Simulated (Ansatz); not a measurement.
# Molybdenum, omega (AlB2-type) under LDA: from relaxation to bulk modulus

The plan for molybdenum in the omega (AlB2-type) structure: relax it, solve it on a dense k-mesh, then scale the cell to 7 volumes from 88 to 112 % of the relaxed one and try a fit of the equation of state. Spin polarisation is left out. The k-meshes are 8×8×11 for the relaxation; 11×11×16 for the dense run; 9×9×14 for the volumes.

Computed with Ansatz 0.2.0 (DFT LDA (PW92), plane waves (420 eV) with PAW, scalar-relativistic; PAW files made under PBE, frozen cores solved again for the functional, unless a step says otherwise).

## (1) Starting point

It takes space group P6/mmm (No. 191, hexagonal). The conventional cell has a = 4.449 Å, b = 4.449 Å, c = 2.728 Å, α = 90.00°, β = 90.00°, γ = 120.00°. Around Mo (site symmetry 6/mmm) lie 14 Mo at 2.73 to 2.91 Å. Around Mo (site symmetry -6m2) lie 11 Mo at 2.57 to 2.91 Å.

Coordinates:

```xyz
3
Lattice="4.4494 0.0000 0.0000 -2.2247 3.8533 0.0000 0.0000 0.0000 2.7275" Properties=species:S:1:pos:R:3 pbc="T T T"
Mo    0.0000    0.0000    0.0000
Mo    0.0000    2.5689    1.3638
Mo    2.2247    1.2844    1.3638
```

## (2) Relaxation of the cell

Contents of input.yaml:

```yaml
crystal:
  lattice:
    - [4.4494349246, 0.0, 0.0]
    - [-2.2247174623, 3.8533236772, 0.0]
    - [0.0, 0.0, 2.7275036088]
  atoms:
    - { symbol: Mo, position: [0.0, 0.0, 0.0] }
    - { symbol: Mo, position: [0.3333333333, 0.6666666667, 0.5] }
    - { symbol: Mo, position: [0.6666666667, 0.3333333333, 0.5] }
hamiltonian:
  xc: lda
  pseudopotentials:
    kind: paw
    azcp:
      Mo: "pseudopotentials/Mo.paw.azcp"
basis:
  ecutwfc: 420
  fft_grid_basis: typed
kpoints:
  mp_grid: { grid: [8, 8, 11], shift: [0, 0, 0] }
magnetization:
  spin_polarized: false
scf:
  occupations: { method: fermi_dirac, width: 0.1 }
relax:
  max_steps: 60
  f_tol: 0.01
  cell: {}
output:
  write_density: true
  write_potential: true
  elf: true
  volumetric_format: npy
```

Log:

```text
Warning: <dir> the record states the generating functional pbe (its physics header spells it `PBE`), which answers neither for hamiltonian.xc's functional nor for the lda family's — results may be inconsistent (PPs are generated against a specific XC)
Warning: RAYON_NUM_THREADS=2 ignored (pool sized by the plan → 2); use --threads N
Engine: ansatz 0.2.0, x86_64-unknown-linux-gnu
Pseudopotentials: kind: paw
Pseudopotential: Mo, paw, valence charge 14, recommended cutoff 420 eV (normal), <dir>
Functional definition: SPW92
  exchange = slater_x
  correlation = pw_c
Crystal: 3 atoms, lattice volume = 46.763 Å³
Basis set: ecut = 420 eV, 939 PW (Γ)
Bands: 26, of which v1, the nominal top of the filled ones, is band 21 counted from 1 (20 counted from 0)
Symmetry: 24 space group operations
Space group: P6/mmm (ITA 191), of the structure as read, at distance tolerance 3.6e-5 Å
k-points: 60 of 704
Non-local potential: Mo, projectors of the file, l = 0: 3, l = 1: 2, l = 2: 2, l = 3: 1
PAW form: soft (Blöchl's): semilocal exchange-correlation on the pseudo side does not see the compensation charge
PAW frozen core: Mo, regenerated for the run's functional, and the local potential with it (the file was generated under x = pbe(κ = 0.804, μ = 0.2195149727645171), c = pbe(β = 0.06672455060314922))
PAW one-centre angular grid: Mo, 590 points (default); XC on 64 Gauss nodes
Initial density: superposition of atomic densities (neutral atoms: chi_scale 0, normalization atom), corrected by the library's trained network
Initial wavefunctions: pseudopotential atomic-orbital guess
Functional: x = slater, c = lda
SCF iter   1: F=—  HF=-14527.089557 eV  |F-HF|=—  |Δ(HF+E_count)|=         —  Δρ=1.14e-2  dr2=5.19e-2  ethr=1.77e-3  ⟨swp⟩=5.1  Hψ=6196  notcnv=0
preconditioner: auto → none  [metal: Δε(μ)=0.011 eV  Ē_g=4.188 eV  σ=0.100 eV  W_gap=0.03  n_scr=8 (ndim 8)  ℏωp=23.0 eV  f_vac=0.000  D(μ)=5.35/eV (n_scr^D=68)  sad-step TF]
SCF iter   2: F=—  HF=-14527.083692 eV  |F-HF|=—  |Δ(HF+E_count)|=   5.86e-3  Δρ=7.09e-3  dr2=2.74e-2  ethr=1.24e-4  ⟨swp⟩=1.1  Hψ=2043  notcnv=0
SCF iter   3: F=—  HF=-14527.079404 eV  |F-HF|=—  |Δ(HF+E_count)|=   4.29e-3  Δρ=8.30e-4  dr2=2.80e-4  ethr=6.52e-5  ⟨swp⟩=2.2  Hψ=1944  notcnv=0
SCF iter   4: F=—  HF=-14527.079343 eV  |F-HF|=—  |Δ(HF+E_count)|=   6.13e-5  Δρ=3.30e-4  dr2=5.40e-5  ethr=6.66e-7  ⟨swp⟩=2.1  Hψ=2545  notcnv=0
SCF iter   5: F=—  HF=-14527.079331 eV  |F-HF|=—  |Δ(HF+E_count)|=   1.24e-5  Δρ=7.19e-5  dr2=2.74e-6  ethr=1.28e-7  ⟨swp⟩=2.2  Hψ=2203  notcnv=0
SCF iter   6: F=-14527.079331 eV  HF=-14527.079331 eV  |F-HF|=3.52e-8  |Δ(HF+E_count)|=   2.67e-8  Δρ=1.23e-5  dr2=6.53e-8  ethr=2.38e-10  ⟨swp⟩=6.3  Hψ=9461  notcnv=0
SCF 1 converged in 6 iterations: F = -14527.079331 eV  dr2 = 6.53e-8
relax step   1: F+E_penalty+E_count = -14527.07933066 eV  Δ(F+E_penalty+E_count) = +0.000e0 eV  max|allowed force component| = 3.084e-16 eV/Å  Δτ_max = 0.0000 Å  P = -4.472 GPa  Ω = 46.763 Å³  (6 SCF iters, dr2 threshold 1.00e-7 eV, accepted)
Crystal: 3 atoms, lattice volume = 45.139 Å³
Basis set: ecut = 420 eV, 903 PW (Γ)
Initial density: handed on by an earlier stage of this run
Initial wavefunctions: those handed on with the density
iter 1 solved again at ethr=2.63e-5 eV; its pass at ethr=3.10e-3 eV (dr2=1.11e-2 eV) is discarded
SCF iter   1: F=—  HF=-14527.309849 eV  |F-HF|=—  |Δ(HF+E_count)|=         —  Δρ=7.32e-3  dr2=1.14e-2  ethr=2.63e-5  ⟨swp⟩=1.4  Hψ=9370  notcnv=0
preconditioner: auto → none  [metal: Δε(μ)=0.018 eV  Ē_g=4.435 eV  σ=0.100 eV  W_gap=0.05  n_scr=8 (ndim 8)  ℏωp=23.4 eV  f_vac=0.000  D(μ)=4.29/eV (n_scr^D=56)]
SCF iter   2: F=—  HF=-14527.307407 eV  |F-HF|=—  |Δ(HF+E_count)|=   2.44e-3  Δρ=3.33e-3  dr2=1.75e-3  ethr=2.63e-5  ⟨swp⟩=1.2  Hψ=1586  notcnv=0
SCF iter   3: F=—  HF=-14527.307097 eV  |F-HF|=—  |Δ(HF+E_count)|=   3.10e-4  Δρ=4.28e-4  dr2=4.96e-5  ethr=4.17e-6  ⟨swp⟩=1.0  Hψ=1561  notcnv=0
SCF iter   4: F=—  HF=-14527.307091 eV  |F-HF|=—  |Δ(HF+E_count)|=   6.21e-6  Δρ=7.29e-5  dr2=1.05e-6  ethr=1.18e-7  ⟨swp⟩=2.5  Hψ=2841  notcnv=0
iter 5 did not close the SCF: its close was put off for the readings that it lacked (scf_convergence_deferred on its scf_iter line)
SCF iter   5: F=-14527.307091 eV  HF=-14527.307091 eV  |F-HF|=3.91e-9  |Δ(HF+E_count)|=   6.06e-8  Δρ=2.42e-5  dr2=5.71e-8  ethr=2.50e-9  ⟨swp⟩=2.3  Hψ=2445  notcnv=0
SCF iter   6: F=-14527.307091 eV  HF=-14527.307091 eV  |F-HF|=1.23e-9  |Δ(HF+E_count)|=   1.23e-8  Δρ=3.76e-6  dr2=2.81e-9  ethr=1.36e-10  ⟨swp⟩=5.1  Hψ=8863  notcnv=0
SCF 2 converged in 6 iterations: F = -14527.307091 eV  dr2 = 2.81e-9
relax step   2: F+E_penalty+E_count = -14527.30709095 eV  Δ(F+E_penalty+E_count) = -2.278e-1 eV  max|allowed force component| = 1.634e-16 eV/Å  Δτ_max = 0.0000 Å  P = +4.796 GPa  Ω = 45.139 Å³  energy of the carried Pulay correction = +1.121e-4 eV  (6 SCF iters, dr2 threshold 3.00e-7 eV, accepted)
Crystal: 3 atoms, lattice volume = 45.374 Å³
Basis set: ecut = 420 eV, 867 PW (Γ)
iter 1 solved again at ethr=2.96e-5 eV; its pass at ethr=3.10e-3 eV (dr2=1.25e-2 eV) is discarded
SCF iter   1: F=—  HF=-14527.380711 eV  |F-HF|=—  |Δ(HF+E_count)|=         —  Δρ=6.12e-3  dr2=1.30e-2  ethr=2.96e-5  ⟨swp⟩=1.3  Hψ=9580  notcnv=0
preconditioner: auto → none  [metal: Δε(μ)=0.009 eV  Ē_g=4.520 eV  σ=0.100 eV  W_gap=0.02  n_scr=8 (ndim 8)  ℏωp=23.4 eV  f_vac=0.000  D(μ)=4.00/eV (n_scr^D=44)]
SCF iter   2: F=—  HF=-14527.376928 eV  |F-HF|=—  |Δ(HF+E_count)|=   3.78e-3  Δρ=2.15e-3  dr2=9.13e-4  ethr=2.96e-5  ⟨swp⟩=2.6  Hψ=2481  notcnv=0
SCF iter   3: F=—  HF=-14527.376862 eV  |F-HF|=—  |Δ(HF+E_count)|=   6.63e-5  Δρ=5.27e-4  dr2=3.28e-5  ethr=2.17e-6  ⟨swp⟩=2.3  Hψ=2400  notcnv=0
SCF iter   4: F=—  HF=-14527.376877 eV  |F-HF|=—  |Δ(HF+E_count)|=   1.56e-5  Δρ=6.70e-5  dr2=7.98e-7  ethr=7.80e-8  ⟨swp⟩=2.7  Hψ=2745  notcnv=0
iter 5 did not close the SCF: its close was put off for the readings that it lacked (scf_convergence_deferred on its scf_iter line)
SCF iter   5: F=-14527.376877 eV  HF=-14527.376877 eV  |F-HF|=1.84e-9  |Δ(HF+E_count)|=   5.79e-9  Δρ=1.72e-5  dr2=3.68e-8  ethr=1.90e-9  ⟨swp⟩=2.0  Hψ=2639  notcnv=0
SCF iter   6: F=-14527.376877 eV  HF=-14527.376877 eV  |F-HF|=9.46e-11  |Δ(HF+E_count)|=   7.12e-9  Δρ=2.07e-6  dr2=5.32e-10  ethr=8.75e-11  ⟨swp⟩=4.5  Hψ=8472  notcnv=0
SCF 3 converged in 6 iterations: F = -14527.376877 eV  dr2 = 5.32e-10
relax step   3: F+E_penalty+E_count = -14527.37687732 eV  Δ(F+E_penalty+E_count) = -6.979e-2 eV  max|allowed force component| = 8.847e-17 eV/Å  Δτ_max = 0.0000 Å  P = +4.748 GPa  Ω = 45.374 Å³  energy of the carried Pulay correction = +1.000e-4 eV  (6 SCF iters, dr2 threshold 3.00e-7 eV, accepted)
Crystal: 3 atoms, lattice volume = 46.273 Å³
Basis set: ecut = 420 eV, 915 PW (Γ)
iter 1 solved again at ethr=9.64e-6 eV; its pass at ethr=3.10e-3 eV (dr2=4.05e-3 eV) is discarded
SCF iter   1: F=—  HF=-14527.414532 eV  |F-HF|=—  |Δ(HF+E_count)|=         —  Δρ=3.03e-3  dr2=4.18e-3  ethr=9.64e-6  ⟨swp⟩=2.0  Hψ=9271  notcnv=0
preconditioner: auto → none  [metal: Δε(μ)=0.011 eV  Ē_g=4.370 eV  σ=0.100 eV  W_gap=0.03  n_scr=8 (ndim 8)  ℏωp=23.2 eV  f_vac=0.000  D(μ)=4.22/eV (n_scr^D=56)]
SCF iter   2: F=—  HF=-14527.413756 eV  |F-HF|=—  |Δ(HF+E_count)|=   7.75e-4  Δρ=1.04e-3  dr2=3.29e-4  ethr=9.64e-6  ⟨swp⟩=2.3  Hψ=2318  notcnv=0
SCF iter   3: F=—  HF=-14527.413762 eV  |F-HF|=—  |Δ(HF+E_count)|=   5.42e-6  Δρ=2.58e-4  dr2=9.53e-6  ethr=7.84e-7  ⟨swp⟩=1.6  Hψ=1696  notcnv=0
SCF iter   4: F=—  HF=-14527.413768 eV  |F-HF|=—  |Δ(HF+E_count)|=   6.28e-6  Δρ=3.79e-5  dr2=2.67e-7  ethr=2.27e-8  ⟨swp⟩=2.8  Hψ=2819  notcnv=0
iter 5 did not close the SCF: its close was put off for the readings that it lacked (scf_convergence_deferred on its scf_iter line)
SCF iter   5: F=-14527.413768 eV  HF=-14527.413768 eV  |F-HF|=1.58e-9  |Δ(HF+E_count)|=   6.68e-8  Δρ=7.78e-6  dr2=8.30e-9  ethr=6.36e-10  ⟨swp⟩=2.4  Hψ=2974  notcnv=0
SCF iter   6: F=-14527.413768 eV  HF=-14527.413768 eV  |F-HF|=1.93e-10  |Δ(HF+E_count)|=   2.63e-9  Δρ=1.26e-6  dr2=3.02e-10  ethr=1.98e-11  ⟨swp⟩=4.5  Hψ=8190  notcnv=0
SCF 4 converged in 6 iterations: F = -14527.413768 eV  dr2 = 3.02e-10
relax step   4: F+E_penalty+E_count = -14527.41376820 eV  Δ(F+E_penalty+E_count) = -3.689e-2 eV  max|allowed force component| = 8.635e-17 eV/Å  Δτ_max = 0.0000 Å  P = -1.463 GPa  Ω = 46.273 Å³  energy of the carried Pulay correction = +3.795e-5 eV  (6 SCF iters, dr2 threshold 3.00e-7 eV, accepted)
Crystal: 3 atoms, lattice volume = 46.008 Å³
iter 1 solved again at ethr=1.89e-7 eV; its pass at ethr=3.10e-3 eV (dr2=7.93e-5 eV) is discarded
SCF iter   1: F=—  HF=-14527.415436 eV  |F-HF|=—  |Δ(HF+E_count)|=         —  Δρ=4.52e-4  dr2=7.71e-5  ethr=1.89e-7  ⟨swp⟩=3.0  Hψ=8967  notcnv=0
preconditioner: auto → none  [metal: Δε(μ)=0.023 eV  Ē_g=4.402 eV  σ=0.100 eV  W_gap=0.06  n_scr=8 (ndim 8)  ℏωp=23.2 eV  f_vac=0.000  D(μ)=4.19/eV (n_scr^D=56)]
SCF iter   2: F=—  HF=-14527.415430 eV  |F-HF|=—  |Δ(HF+E_count)|=   5.84e-6  Δρ=1.83e-4  dr2=8.57e-6  ethr=1.84e-7  ⟨swp⟩=1.3  Hψ=1631  notcnv=0
iter 3 did not close the SCF: its close was put off for the readings that it lacked (scf_convergence_deferred on its scf_iter line)
SCF iter   3: F=-14527.415431 eV  HF=-14527.415431 eV  |F-HF|=7.39e-8  |Δ(HF+E_count)|=   1.39e-6  Δρ=3.34e-5  dr2=1.58e-7  ethr=2.04e-8  ⟨swp⟩=1.7  Hψ=1705  notcnv=0
iter 4 did not close the SCF: its close was put off for the readings that it lacked (scf_convergence_deferred on its scf_iter line)
SCF iter   4: F=-14527.415431 eV  HF=-14527.415431 eV  |F-HF|=1.37e-9  |Δ(HF+E_count)|=   1.26e-7  Δρ=5.01e-6  dr2=4.33e-9  ethr=3.75e-10  ⟨swp⟩=2.5  Hψ=2622  notcnv=0
iter 5 did not close the SCF: its close was put off for the readings that it lacked (scf_convergence_deferred on its scf_iter line)
SCF iter   5: F=-14527.415431 eV  HF=-14527.415431 eV  |F-HF|=1.46e-11  |Δ(HF+E_count)|=  1.64e-10  Δρ=1.18e-6  dr2=2.18e-10  ethr=1.03e-11  ⟨swp⟩=2.0  Hψ=2869  notcnv=0
SCF iter   6: F=-14527.415431 eV  HF=-14527.415431 eV  |F-HF|=7.28e-12  |Δ(HF+E_count)|=  3.27e-11  Δρ=1.82e-7  dr2=8.03e-12  ethr=1.00e-12  ⟨swp⟩=3.9  Hψ=6892  notcnv=0
SCF 5 converged in 6 iterations: F = -14527.415431 eV  dr2 = 8.03e-12
relax step   5: F+E_penalty+E_count = -14527.41543136 eV  Δ(F+E_penalty+E_count) = -1.663e-3 eV  max|allowed force component| = 1.480e-16 eV/Å  Δτ_max = 0.0000 Å  P = +0.137 GPa  Ω = 46.008 Å³  energy of the carried Pulay correction = +5.586e-5 eV  (6 SCF iters, dr2 threshold 3.00e-7 eV, accepted)
Crystal: 3 atoms, lattice volume = 46.033 Å³
iter 1 solved again at ethr=8.86e-10 eV; its pass at ethr=3.10e-3 eV (dr2=3.72e-7 eV) is discarded
SCF iter   1: F=—  HF=-14527.415440 eV  |F-HF|=—  |Δ(HF+E_count)|=         —  Δρ=3.13e-5  dr2=3.09e-7  ethr=8.86e-10  ⟨swp⟩=3.6  Hψ=9202  notcnv=0
preconditioner: auto → none  [metal: Δε(μ)=0.023 eV  Ē_g=4.400 eV  σ=0.100 eV  W_gap=0.06  n_scr=8 (ndim 8)  ℏωp=23.2 eV  f_vac=0.000  D(μ)=4.19/eV (n_scr^D=56)]
iter 2 did not close the SCF: its close was put off for the readings that it lacked (scf_convergence_deferred on its scf_iter line)
SCF iter   2: F=-14527.415440 eV  HF=-14527.415440 eV  |F-HF|=5.50e-9  |Δ(HF+E_count)|=   8.68e-9  Δρ=1.42e-5  dr2=4.59e-8  ethr=7.35e-10  ⟨swp⟩=1.0  Hψ=1561  notcnv=0
iter 3 did not close the SCF: its close was put off for the readings that it lacked (scf_convergence_deferred on its scf_iter line)
SCF iter   3: F=-14527.415440 eV  HF=-14527.415440 eV  |F-HF|=9.46e-11  |Δ(HF+E_count)|=   9.71e-9  Δρ=1.52e-6  dr2=5.16e-10  ethr=1.09e-10  ⟨swp⟩=1.2  Hψ=1604  notcnv=0
iter 4 did not close the SCF: its close was put off for the readings that it lacked (scf_convergence_deferred on its scf_iter line)
SCF iter   4: F=-14527.415440 eV  HF=-14527.415440 eV  |F-HF|=1.64e-11  |Δ(HF+E_count)|=  1.86e-10  Δρ=3.16e-7  dr2=2.28e-11  ethr=1.23e-12  ⟨swp⟩=2.1  Hψ=2658  notcnv=0
iter 5 did not close the SCF: its close was put off for the readings that it lacked (scf_convergence_deferred on its scf_iter line)
SCF iter   5: F=-14527.415440 eV  HF=-14527.415440 eV  |F-HF|=1.82e-12  |Δ(HF+E_count)|=  3.64e-12  Δρ=8.97e-8  dr2=1.18e-12  ethr=1.00e-12  ⟨swp⟩=1.0  Hψ=1560  notcnv=0
SCF iter   6: F=-14527.415440 eV  HF=-14527.415440 eV  |F-HF|=3.64e-12  |Δ(HF+E_count)|=    0.00e0  Δρ=1.40e-8  dr2=6.73e-14  ethr=1.00e-12  ⟨swp⟩=3.3  Hψ=5884  notcnv=0
SCF 6 converged in 6 iterations: F = -14527.415440 eV  dr2 = 6.73e-14
relax step   6: F+E_penalty+E_count = -14527.41543969 eV  Δ(F+E_penalty+E_count) = -8.333e-6 eV  max|allowed force component| = 7.401e-17 eV/Å  Δτ_max = 0.0000 Å  P = -0.006 GPa  Ω = 46.033 Å³  energy of the carried Pulay correction = +5.420e-5 eV  (6 SCF iters, accepted)
Initial wavefunctions: pseudopotential atomic-orbital guess (no wavefunctions were taken with the density)
iter 1 solved again at ethr=1.46e-8 eV; its pass at ethr=3.10e-3 eV (dr2=6.11e-6 eV) is discarded
SCF iter   1: F=—  HF=-14527.415526 eV  |F-HF|=—  |Δ(HF+E_count)|=         —  Δρ=1.28e-4  dr2=3.48e-7  ethr=1.46e-8  ⟨swp⟩=3.4  Hψ=10731  notcnv=0
SCF iter   2: F=—  HF=-14527.415530 eV  |F-HF|=—  |Δ(HF+E_count)|=   3.29e-6  Δρ=6.33e-5  dr2=7.69e-8  ethr=8.28e-10  ⟨swp⟩=1.0  Hψ=1560  notcnv=0
SCF iter   3: F=—  HF=-14527.415530 eV  |F-HF|=—  |Δ(HF+E_count)|=   5.56e-7  Δρ=4.00e-6  dr2=1.31e-9  ethr=1.83e-10  ⟨swp⟩=1.0  Hψ=1561  notcnv=0
SCF iter   4: F=—  HF=-14527.415530 eV  |F-HF|=—  |Δ(HF+E_count)|=   1.66e-9  Δρ=6.94e-7  dr2=3.45e-11  ethr=3.13e-12  ⟨swp⟩=2.2  Hψ=2700  notcnv=0
iter 5 did not close the SCF: its close was put off for the readings that it lacked (scf_convergence_deferred on its scf_iter line)
SCF iter   5: F=-14527.415530 eV  HF=-14527.415530 eV  |F-HF|=7.28e-12  |Δ(HF+E_count)|=  3.64e-11  Δρ=9.91e-8  dr2=2.02e-12  ethr=1.00e-12  ⟨swp⟩=1.0  Hψ=1560  notcnv=0
iter 6 did not close the SCF: its close was put off for the readings that it lacked (scf_convergence_deferred on its scf_iter line)
SCF iter   6: F=-14527.415530 eV  HF=-14527.415530 eV  |F-HF|=1.82e-12  |Δ(HF+E_count)|=  5.46e-12  Δρ=8.48e-9  dr2=1.86e-14  ethr=1.00e-12  ⟨swp⟩=1.0  Hψ=1560  notcnv=0
iter 7 did not close the SCF: its close was put off for the readings that it lacked (scf_convergence_deferred on its scf_iter line)
SCF iter   7: F=-14527.415530 eV  HF=-14527.415530 eV  |F-HF|=3.64e-12  |Δ(HF+E_count)|=  5.46e-12  Δρ=2.31e-9  dr2=1.17e-15  ethr=1.00e-12  ⟨swp⟩=1.0  Hψ=1560  notcnv=0
iter 8 did not close the SCF: its close was put off for the readings that it lacked (scf_convergence_deferred on its scf_iter line)
SCF iter   8: F=-14527.415530 eV  HF=-14527.415530 eV  |F-HF|=7.28e-12  |Δ(HF+E_count)|=    0.00e0  Δρ=6.49e-10  dr2=4.56e-17  ethr=1.00e-12  ⟨swp⟩=1.0  Hψ=1560  notcnv=0
SCF iter   9: F=-14527.415530 eV  HF=-14527.415530 eV  |F-HF|=3.64e-12  |Δ(HF+E_count)|=  1.82e-12  Δρ=1.05e-10  dr2=2.91e-18  ethr=1.00e-12  ⟨swp⟩=1.3  Hψ=3389  notcnv=0
SCF 7 converged in 9 iterations: F = -14527.415530 eV  dr2 = 2.91e-18
relax step   7: F+E_penalty+E_count = -14527.41553031 eV  Δ(F+E_penalty+E_count) = -9.062e-5 eV  max|allowed force component| = 1.295e-16 eV/Å  Δτ_max = 0.0000 Å  P = +0.005 GPa  Ω = 46.033 Å³  stress off target by 7.54e-3 GPa  SCF on the basis re-selected at this cell (its energy is not comparable with the rows above)  (9 SCF iters)
basis re-selected at this cell: Δ(F+E_penalty+E_count) = -9.062e-5 eV, ΔP = +0.011 GPa vs the last step (what re-selecting the basis moved, of the pressure what is left beyond the Pulay correction that the steps carried, after the strain that the cell walked since its last selection, with what the two solves' SCF thresholds leave and, on support functions, any second-order correction that the steps lacked; it is no measure of the basis error at this ecutwfc). The dense FFT grid was sized anew with the basis: this SCF ran on 32×32×18 points, the steps before it on 30×30×20, so part of this shift can come from that change (see relax.cell in the input reference). This SCF's stress stands 7.54e-3 GPa from its target on what of the cell is left free (relax.cell.stress_tol is 5.00e-2 GPa) and its largest allowed force component is 1.30e-16 eV/Å (relax.f_tol is 1.00e-2 eV/Å): within both
SCF converged after 9 iterations
Free energy (F): -14527.415530 eV
Harris-Foulkes:  -14527.415530 eV  (|F-HF|=3.64e-12)
Internal energy: -14527.284085 eV  (E = F + TS)
E sigma→0 (E₀):  -14527.349808 eV
Entropy (-TS):   -0.131446 eV (-43.815 meV/atom)
Fermi energy:    21.070882 eV
--- Per-component energies (eV) ---
  E_band       = -153.359701
  E_kinetic    = 1329.896518
  E_local      = -2361.239222  (includes V_loc(G=0)·N_el)
  E_nonlocal   = 446.242932
  E_hartree    = 781.693625
  E_xc         = -548.501156
  E_vxc        = -687.615161  (∫ρ·V_xc dr)
  E_paw        = -9269.460046  (= ΣΔE_a)
  E_vpaw       = -444.032111  (= ΣTr[D̂ρ^β])
  E_aug_tail   = 0.000092  (compensation charges beyond the density's cutoff)
  E_ewald      = -4907.335277
  E_core_change = 1.418449  (= ΣΔE_core)
  E_smearing   = -0.131446  (= −TS)
  E_closure    = -0.000000  (closes the sum)
  Σ components = -14527.415530   (vs F -14527.415530, Δ=0.00e0)
--- Forces (eV/Å), atoms counted from 1 ---
  atom   1  Mo     0.00000000    -0.00000000     0.00000000
  atom   2  Mo     0.00000000     0.00000000    -0.00000000
  atom   3  Mo    -0.00000000    -0.00000000     0.00000000
  max |Σ_I F_I| component: 4.22e-30 eV/Å
--- Stress (GPa, compression-positive) ---
        0.007539       0.000000       0.000000
        0.000000       0.007539       0.000000
        0.000000       0.000000      -0.000454
  P = ⅓ Tr σ = 0.0049 GPa (0.049 kbar)
--- Band table (eV; the first three rows and the last of 60) ---
  k-point 0: bands = ["-39.8462", "-39.6179", "-39.4441", "-14.1280", "-14.1280", "-14.0577", "-14.0577", "-13.1065", "-13.1065", "-13.0676", "-12.8123", "-12.7140", "14.0075", "16.1826", "18.1313", "18.5228", "18.8440", "18.8440", "18.9084", "18.9084", "20.4810", "20.4810", "22.8896", "22.8896", "22.9798", "22.9798"]
  k-point 1: bands = ["-39.8215", "-39.6001", "-39.4234", "-14.1073", "-14.1073", "-14.0287", "-14.0287", "-13.2247", "-13.1015", "-13.1015", "-12.9801", "-12.8683", "14.2859", "16.6110", "18.6350", "18.6350", "18.6580", "18.7666", "18.7666", "18.9403", "20.5106", "20.5106", "22.5832", "22.5832", "22.8828", "22.8828"]
  k-point 2: bands = ["-39.7539", "-39.5524", "-39.3674", "-14.0513", "-14.0513", "-13.9482", "-13.9482", "-13.6326", "-13.4176", "-13.2710", "-13.0901", "-13.0901", "15.0179", "17.7437", "18.0161", "18.0161", "18.3420", "18.3420", "20.1532", "20.2013", "20.6239", "20.6239", "21.8448", "21.8448", "22.8299", "22.8299"]
  k-point 59: bands = ["-39.5129", "-39.3138", "-39.2821", "-14.9102", "-14.6866", "-14.6245", "-13.8761", "-13.6361", "-13.5934", "-13.5205", "-13.3995", "-12.9814", "15.6686", "17.0361", "17.3573", "17.5878", "18.0731", "18.7213", "19.6983", "20.1198", "20.7133", "20.9605", "21.7188", "24.4808", "24.6757", "24.8398"]
--- Relaxed structure (6 steps of the walk, 6 accepted, 1 SCFs on fresh bases) ---
  F+E_penalty+E_count = -14527.41553031 eV   max|allowed force component| = 1.295e-16 eV/Å   (the final SCF, on the basis selected at the relaxed cell)
  cell:  # Å, volume = 46.0330 Å³
    - [4.593975552176031, 2.8938880513135457e-33, 3.630923402781549e-18]
    - [-2.2969877760880153, 3.9784995325490873, -1.8154617013907765e-18]
    - [2.2257560459184832e-18, -1.3608409455628653e-33, 2.518613234910954]
  atoms:
    - { symbol: Mo, position: [6.081430071955675e-34, -4.85926448758562e-35, -1.4836824602749686e-67] }
    - { symbol: Mo, position: [0.33333333333333326, 0.6666666666666665, 0.5] }
    - { symbol: Mo, position: [0.6666666666666666, 0.33333333333333326, 0.5] }
```

Run time: 6.6 s. Hardware: 2 threads of an x86-64 CPU, shared host; peak memory 0.4 GiB.

Step by step:

```
step  energy change (meV/atom)  largest force (eV/Å)  pressure (GPa)  volume (Å³/atom)
   1                      0.00                0.0000           -4.47            15.588
   2                    -75.92                0.0000            4.80            15.046
   3                    -99.18                0.0000            4.75            15.125
   4                   -111.48                0.0000           -1.46            15.424
   5                   -112.03                0.0000            0.14            15.336
   6                   -112.04                0.0000           -0.01            15.344
   7                   -112.07                0.0000            0.00            15.344
```

Steps that repeat a cell are solved on a basis chosen anew, so their changes of energy are no gain of the relaxation.

The cell of the run, before and after:

|  | before | after | change |
| --- | --- | --- | --- |
| a (Å) | 4.449 | 4.594 | +3.2 % |
| b (Å) | 4.449 | 4.594 | +3.2 % |
| c (Å) | 2.728 | 2.519 | -7.7 % |
| volume (Å³/atom) | 15.588 | 15.344 | -1.6 % |
| shortest distance (Å) | 2.569 | 2.519 | -2.0 % |
| space group (spins left aside) | P6/mmm | P6/mmm | same |

(Part 1 of 2 ends here.)
